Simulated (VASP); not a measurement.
Here is a VASP 6.6.1 calculation.

INCAR

```
PREC = Accurate
ENCUT = 300
EDIFF = 1E-7
ISMEAR = 1
SIGMA = 0.1
LREAL = F
LASPH = T
NELM = 80
ALGO = Fast
ISIF = 4
LWAVE = F
LCHARG = F
GGA = PE
IBRION = 2
NSW = 40
EDIFFG = -0.01
```

The input KPOINTS:

```
Automatic mesh
0
Gamma
  8 8 4
```

The input POSCAR:

```
Mg                                      
1.0
    3.2013127777      0.0000000000      0.0000000000
   -1.6006563889      2.7724181910      0.0000000000
    0.0000000000      0.0000000000      5.2459851977
  Mg            
     2
Direct
     0.3333333332999970    0.6666666667000030    0.2500000000000000
     0.6666666667000030    0.3333333332999970    0.7500000000000000
```

Potentials or basis: VASP PAW PBE potentials, release 64 (Mg).

Launch:

```bash
$ cat potpaw_PBE.64/Mg/POTCAR > POTCAR
$ mpirun -np 1 vasp_std > vasp.out
```

Estimate the band gap on the k mesh.

none (metal or under the smearing width).

Final structure:
```yaml
crystal:
  lattice:
    - [3.20131, 0.00000, 0.00000]
    - [-1.60066, 2.77242, 0.00000]
    - [0.00000, 0.00000, 5.24599]
  atoms:
    - { symbol: Mg, position: [0.33333, 0.66667, 0.25000] }
    - { symbol: Mg, position: [0.66667, 0.33333, 0.75000] }
```

Caveat: the relaxation stopped at its first step, so nothing moved.
